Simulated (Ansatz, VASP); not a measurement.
One calculation of TiB2, two programs

Contents of INCAR:

```
PREC = Accurate
ENCUT = 520
EDIFF = 1E-6
ISMEAR = 0
SIGMA = 0.1
LREAL = F
LASPH = T
NELM = 60
ALGO = Normal
ISIF = 2
LWAVE = F
LCHARG = F
NBANDS = 16
```

The input KPOINTS:

```
regular mesh
0
Gamma
  6 6 6
```

The input POSCAR:

```
TiB2
1.0
    3.0259273100      0.0000000000      0.0000000000
   -1.5129636600      2.6205299200      0.0000000000
    0.0000000000      0.0000000000      3.2287677100
Ti B
1 2
Direct
    0.0000000000      0.0000000000      0.0000000000
    0.3333333300      0.6666666700      0.5000000000
    0.6666666700      0.3333333300      0.5000000000
```

Input for Ansatz:

```yaml
crystal:
  lattice:
    - [3.02592731, 0.0, 0.0]
    - [-1.51296366, 2.62052992, 0.0]
    - [0.0, 0.0, 3.22876771]
  atoms:
    - { symbol: Ti, position: [0.0, 0.0, 0.0] }
    - { symbol: B, position: [0.33333333, 0.66666667, 0.5] }
    - { symbol: B, position: [0.66666667, 0.33333333, 0.5] }
basis:
  ecutwfc: 420
kpoints:
  mp_grid: { grid: [6, 6, 6] }
hamiltonian:
  xc: lda
  pseudopotentials: { kind: paw, azcp: { folder: soft_1 } }
scf:
  occupations: { method: gaussian, width: 0.1 }
output:
  forces: true
  stress: true
  eigenvalues: true
```

The cell is a database's computed one.

Alike in both runs: task single point; functional LDA; k mesh 6 × 6 × 6; occupations gaussian, width 0.1 eV; no spin polarisation.

```csv
,VASP,Ansatz
version,VASP 6.6.1,Ansatz 0.2.0
potentials or method,"VASP PAW LDA potentials, release 64 (Ti_sv, B)","scalar-relativistic, plane waves, PAW"
plane-wave cutoff (eV),520,420
valence electrons in the cell,18,18
```

|  | VASP | Ansatz | Ansatz less VASP |
| --- | --- | --- | --- |
| gap on the k mesh at the Fermi level (eV) | none | none | - |
| pressure (GPa) | -9.9 | -10.5 | -0.55 |
| largest component of the traceless stress (GPa) | 2.54 | 2.53 | -0.007 |

A gap of «none» marks a metal or a gap that the smearing closes. Ansatz warned: «pseudo_functional_mismatch».

Caveats: the k mesh is coarse (spacing up to 0.40 Å⁻¹), so the values aren't converged.
